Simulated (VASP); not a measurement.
# Al (Fm-3m) in VASP: notebook

Runs on Al. Level: LDA. Tasks: single point.

All numbers are computed with VASP 6.6.1; they aren't measurements. Logs are shortened: lines on timing, memory, paths and dates and some standing lists are left out, and cuts for length are marked.

### 1 The undisturbed crystal

It takes space group Fm-3m (No. 225, cubic). Conventional cell: a = 4.050 Å, b = 4.050 Å, c = 4.050 Å, α = 90.00°, β = 90.00°, γ = 90.00°. Al (site symmetry m-3m) is surrounded by 12 Al at 2.86 Å.

### 2 Single point, LDA (grid = ENCUT=350 dk=0.6 cell=3x3x3 ISMEAR=1 SIGMA=0.1 LREAL=Auto EDIFF=1e-06)

INCAR reads:

```
PREC     = Accurate       # precision mode
ENCUT    = 350            # plane-wave cutoff, eV
EDIFF    = 1E-6           # SCF threshold, eV
ISMEAR   = 1              # smearing method
SIGMA    = 0.1            # smearing width, eV
LREAL    = Auto         
LASPH    = T              # aspherical terms in the spheres
NELM     = 120            # most SCF steps
ALGO     = Fast           # electronic algorithm
ISIF     = 2              # what is computed and relaxed
LWAVE    = F              # write WAVECAR
LCHARG   = F              # write CHGCAR
NBANDS   = 66             # bands
```

KPOINTS reads:

```
regular mesh
0
Gamma
  2 2 2
```

POSCAR reads:

```
Al
1.0
    0.0000000000      6.0744150000      6.0744150000
    6.0744150000      0.0000000000      6.0744150000
    6.0744150000      6.0744150000      0.0000000000
Al
27
Direct
    0.0000000000      0.0000000000      0.0000000000
    0.0000000000      0.0000000000      0.3333333333
    0.0000000000      0.0000000000      0.6666666667
    0.0000000000      0.3333333333      0.0000000000
    0.0000000000      0.3333333333      0.3333333333
    0.0000000000      0.3333333333      0.6666666667
    0.0000000000      0.6666666667      0.0000000000
    0.0000000000      0.6666666667      0.3333333333
    0.0000000000      0.6666666667      0.6666666667
    0.3333333333      0.0000000000      0.0000000000
    0.3333333333      0.0000000000      0.3333333333
    0.3333333333      0.0000000000      0.6666666667
    0.3333333333      0.3333333333      0.0000000000
    0.3333333333      0.3333333333      0.3333333333
    0.3333333333      0.3333333333      0.6666666667
    0.3333333333      0.6666666667      0.0000000000
    0.3333333333      0.6666666667      0.3333333333
    0.3333333333      0.6666666667      0.6666666667
    0.6666666667      0.0000000000      0.0000000000
    0.6666666667      0.0000000000      0.3333333333
    0.6666666667      0.0000000000      0.6666666667
    0.6666666667      0.3333333333      0.0000000000
    0.6666666667      0.3333333333      0.3333333333
    0.6666666667      0.3333333333      0.6666666667
    0.6666666667      0.6666666667      0.0000000000
    0.6666666667      0.6666666667      0.3333333333
    0.6666666667      0.6666666667      0.6666666667
```

Potentials or basis: VASP PAW LDA potentials, release 64 (Al).

Run with:

```bash
$ cat potpaw_LDA.64/Al/POTCAR > POTCAR
$ mpirun -np 1 vasp_std > vasp.out
```

OUTCAR:

```text
PREC = Accurate
   ENCUT = 350
   EDIFF = 1E-6
   ISMEAR = 1
   LREAL = Auto
   LASPH = T
   NELM = 120
   ISIF = 2

 Found      3 irreducible k-points:

 Following reciprocal coordinates:
            Coordinates               Weight
  0.000000  0.000000  0.000000      1.000000
  0.500000  0.000000  0.000000      4.000000
  0.500000  0.500000  0.000000      3.000000
   k-points           NKPTS =      3   k-points in BZ     NKDIM =      3   number of bands    NBANDS=     66
   number of dos      NEDOS =    301   number of ions     NIONS =     27
   total plane-waves  NPLWV = 157464
   dimension x,y,z NGX =    54 NGY =   54 NGZ =   54
   dimension x,y,z NGXF=   108 NGYF=  108 NGZF=  108
   ions per type =              27
   NGX,Y,Z   is equivalent  to a cutoff of  10.45, 10.45, 10.45 a.u.
   NGXF,Y,Z  is equivalent  to a cutoff of  20.90, 20.90, 20.90 a.u.
 SYSTEM =  unknown system
   PREC   = accura    normal or accurate (medium, high low for compatibility)
   ISTART =      0    job   : 0-new  1-cont  2-samecut
   ICHARG =      2    charge: 1-file 2-atom 10-const
   ISPIN  =      1    spin polarized calculation?
   LNONCOLLINEAR =      F non collinear calculations
   LSORBIT =      F    spin-orbit coupling
   LASPH  =      T    aspherical Exc in radial PAW
   ENCUT  =  350.0 eV  25.72 Ry    5.07 a.u.  13.10 13.10 13.10*2*pi/ulx,y,z
   NELM   =    120;   NELMIN=  2; NELMDL= -5     # of ELM steps
   EDIFF  = 0.1E-05   stopping-criterion for ELM
   LREAL  =      T    real-space projection
   EDIFFG = 0.1E-04   stopping-criterion for IOM
   NSW    =      0    number of steps for IOM
[... 5 lines left out ...]
   TEBEG  =    0.0;   TEEND  =   0.0 temperature during run
   PSTRESS=    0.0 pullay stress
   NELECT =      81.0000    total number of electrons
   NUPDOWN=      -1.0000    fix difference up-down
   EMIN   =  10.00;   EMAX   =-10.00  energy-range for DOS
   EFERMI =   0.00;   METHOD = LEGACY
   ISMEAR =     1;   SIGMA  =   0.10  broadening in eV -4-tet -1-fermi 0-gaus
   EFERMI_NEDOS =   21; number of points for ismear=-14 and -15
   IALGO  =     68    algorithm
   IMIX   =      4    mixing-type and parameters
     AMIX     =   0.40;   BMIX     =  1.00
     AMIX_MAG =   1.60;   BMIX_MAG =  1.00
  volume/ion in A,a.u.               =      16.60       112.04
  Fermi-wavevector in a.u.,A,eV,Ry     =   0.925526  1.748991 11.654733  0.856599
  Thomas-Fermi vector in A             =   2.051390
   LORBIT       =      0    0 simple, 1 ext, 2 COOP (PROOUT), +10 PAW based schemes
   GGA     = CA    functional components
   LHFCALC =     F    Hartree Fock is set to
   AEXX    =    0.0000 exact exchange contribution
   IVDW    =     0    specifies the selected vdW correction
   LEPSILON=     F    determine dielectric tensor
   LRPA    =     F    only Hartree local field effects (RPA)
 non-spin polarized calculation
 RMM-DIIS sequential band-by-band and
 Methfessel and Paxton  Order N= 1 SIGMA  =   0.10
  energy-cutoff  :      350.00
  volume of cell :      448.27
 maximum number of plane-waves:      6710
 NGX is ok and might be reduce to    54
   NGX = 27   NGY = 27   NGZ = 27

 number of electron      80.9999999 magnetization

 Free energy of the ion-electron system (eV)
  ---------------------------------------------------
  ext. energy  EPLUGINS =         0.00000000
  ---------------------------------------------------
  free energy    TOTEN  =      -114.71859244 eV

  energy without entropy =     -114.68816430  energy(sigma->0) =     -114.70844973

 E-fermi :   8.0721     XC(G=0): -10.3209

 val. band max:        7.0691802357   @ k =   0.5000   0.5000   0.0000
 cond. band min:       8.0795562003   @ k =   0.0000   0.0000   0.0000
 fundamental gap:      1.0103759646
 Fermi energy:         8.0720710684

 k-point     1 :       0.0000    0.0000    0.0000
  band No.  band energies     occupation
      1      -3.3312      2.00000
      2      -0.3605      2.00000
      3      -0.3605      2.00000
      4      -0.3605      2.00000
      5      -0.3605      2.00000
      6      -0.3605      2.00000
[... 44 lines left out ...]
     51       8.0796      0.87370
     52       8.2159     -0.06055

 k-point     2 :       0.5000    0.0000    0.0000
  band No.  band energies     occupation
      1      -2.5826      2.00000
      2      -2.5826      2.00000
      3      -0.6058      2.00000
      4      -0.6058      2.00000
      5      -0.6058      2.00000
      6      -0.6058      2.00000
[... 44 lines left out ...]
     51       9.1817     -0.00000
     52       9.1817     -0.00000

 k-point     3 :       0.5000    0.5000    0.0000
  band No.  band energies     occupation
      1      -2.3339      2.00000
      2      -2.3339      2.00000
      3      -1.3438      2.00000
      4      -1.3438      2.00000
      5      -1.3438      2.00000
      6      -1.3438      2.00000
[... 44 lines left out ...]
     51       9.4354     -0.00000
     52       9.4354     -0.00000
 [bands above 52 left out]

------------------------ aborting loop because EDIFF is reached ----------------------------------------

  FORCE on cell =-STRESS in cart. coord.  units (eV):
  Direction    XX          YY          ZZ          XY          YZ          ZX
  --------------------------------------------------------------------------------------
  -------------------------------------------------------------------------------------
  Total       -8.8742353     -8.8742353     -8.8742353      0.0000000      0.0000000     -0.0000000
  in kB      -31.7174415    -31.7174415    -31.7174415      0.0000000      0.0000000     -0.0000000
  external PRESSURE =     -31.7174415 kB  Pullay stress =       0.0000000 kB

 VOLUME and BASIS-vectors are now :
 -----------------------------------------------------------------------------
  energy-cutoff  :      350.00
  volume of cell :      448.27
      direct lattice vectors                 reciprocal lattice vectors
     0.000000000  6.074415000  6.074415000    -0.082312453  0.082312453  0.082312453
     6.074415000  0.000000000  6.074415000     0.082312453 -0.082312453  0.082312453
     6.074415000  6.074415000  0.000000000     0.082312453  0.082312453 -0.082312453

 POSITION                                       TOTAL-FORCE (eV/Angst)
 -----------------------------------------------------------------------------------
      0.00000      0.00000      0.00000         0.000000      0.000000     -0.000000
      2.02480      2.02480      0.00000        -0.000000      0.000000      0.000000
      4.04961      4.04961      0.00000         0.000000     -0.000000     -0.000000
      2.02480      0.00000      2.02480        -0.000000     -0.000000      0.000000
      4.04961      2.02480      2.02480         0.000000      0.000000     -0.000000
      6.07442      4.04961      2.02480        -0.000000     -0.000000      0.000000
[... 19 lines left out ...]
      6.07442      6.07442      8.09922         0.000000      0.000000     -0.000000
      8.09922      8.09922      8.09922         0.000000     -0.000000      0.000000
 -----------------------------------------------------------------------------------
    total drift:                               -0.000000     -0.000000     -0.000000

  FREE ENERGIE OF THE ION-ELECTRON SYSTEM (eV)
  ---------------------------------------------------
  free  energy   TOTEN  =      -114.7185924428 eV

  energy  without entropy=     -114.6881642962  energy(sigma->0) =     -114.70844973
```

stdout:

```text
POSCAR found type information on POSCAR Al
 POSCAR found :  1 types and      27 ions
 scaLAPACK will be used
 LDA part: xc-table for (Slater(with rela. corr.)+CA(PZ))
 , standard interpolation
 POSCAR, INCAR and KPOINTS ok, starting setup
 FFT: planning ... GRIDC
 FFT: planning ... GRID_SOFT
 FFT: planning ... GRID
 WAVECAR not read
 entering main loop
```

Wall time 80 s (1 thread of Intel Xeon Platinum 8259CL at 2.50GHz (Skylake/Cascade Lake), shared host); peak memory 0.28 GiB.

The run converged, but some of its settings lie outside the range that counts as converged, so its numbers aren't taken as properties of the crystal.

What came out:

| Item | Value |
| --- | --- |
| Free energy | -114.7186 eV |
| Pressure | -3.2 GPa |
| Band gap on the k mesh | none (metal or under the smearing width) |

Caveat: the k mesh is coarse (spacing up to 0.45 Å⁻¹), so the values aren't converged.

### 3 Single point, LDA (grid = ENCUT=350 dk=0.45 cell=3x3x3 ISMEAR=1 SIGMA=0.1 LREAL=Auto EDIFF=1e-06)

INCAR is that of step 2.

KPOINTS is that of step 2.

POSCAR is that of step 2.

Potentials or basis: VASP PAW LDA potentials, release 64 (Al).

Run with:

```bash
$ cat potpaw_LDA.64/Al/POTCAR > POTCAR
$ mpirun -np 1 vasp_std > vasp.out
```

It took 79 s on 1 thread of Intel Xeon Platinum 8259CL at 2.50GHz (Skylake/Cascade Lake), shared host; peak memory 0.28 GiB.

These settings aren't checked as converged: the numbers below hold their error.

What came out:

* Free energy: -114.7186 eV
* Pressure: -3.2 GPa
* Band gap on the k mesh: none (metal or under the smearing width)

Caveat: the k mesh is coarse (spacing up to 0.45 Å⁻¹), so the values aren't converged.

### 4 The reference run

An earlier run on the cell as given: functional PBE; potentials or basis VASP PAW PBE potentials, release 64 (Al); cutoff 520 eV; k mesh 11 × 11 × 11; occupations fermi-dirac, width 0.05 eV; no spin polarisation.

* Pressure: -0.5 GPa
* Band gap on the k mesh: none (metal or under the smearing width)
